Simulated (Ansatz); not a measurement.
BN under changes of volume

One of the cells (8.249 Å³/atom); the others are scaled copies at fixed shape and fractional positions:

```
N B
1.0
     2.50804    0.00000    0.00000
    -1.24671    2.17623    0.00000
    -0.63067   -1.08812    3.02254
N B
1 1
Cartesian
  0.6410 -0.3484 2.9772
  1.2297 2.1384 0.0055
```

The cell comes from a database or a generator and needn't be the stable form of this composition.

```yaml
Program: Ansatz 0.2.0
Functional: PBEsol
Potentials_or_basis: all-electron LAPW, scalar-relativistic
Cutoff: 559 eV (chosen from the basis error)
Basis_error_allowed: 0.001 eV/atom
k_mesh: 13 × 13 × 9
Occupations: fermi-dirac, width 0.05 eV
Spin: no spin polarisation
```

```tsv
volume (Å³/atom)	energy over the lowest point (meV/atom)	pressure (GPa)	gap on the mesh (eV)	largest force (eV/Å)
7.754	32.30	20.2	2.67	3.144
7.919	?	?	?	?
8.084	4.48	7.2	2.70	2.867
8.249	0.00	1.6	2.71	2.740
8.414	1.08	-3.6	2.72	2.619
8.579	7.24	-8.3	2.73	2.505
8.744	18.04	-12.6	2.74	2.397
```

Q: What does the run at 7.919 Å³/atom give?

A: Energy over the lowest point 15.05 meV/atom; pressure 13.4 GPa; gap on the mesh 2.68 eV; largest force 3.002 eV/Å.

Worked out: A Birch-Murnaghan fit of order 3 (a polynomial in V^(-2/3)) to the other rows has its minimum at 8.30 Å³/atom with B0 = V·E''(V) = 264 GPa and B' = 3.6 at fixed shape and positions, which overstates the stiffness. It gives 15.05 meV/atom at 7.919 Å³/atom, against the run's 15.05, and -dE/dV = 13.4 GPa, against 13.4. A straight line through the other rows of the gap, of slope 0.572 eV per unit of ln V, gives 2.68 eV, against the run's 2.68.

Energies are extrapolated to zero smearing.

Caveats: an odd mesh through Γ misses points on the zone boundary, where band edges often lie; forces of over 1 eV/Å show positions far from the minimum, so gaps and moduli don't describe the material at rest.
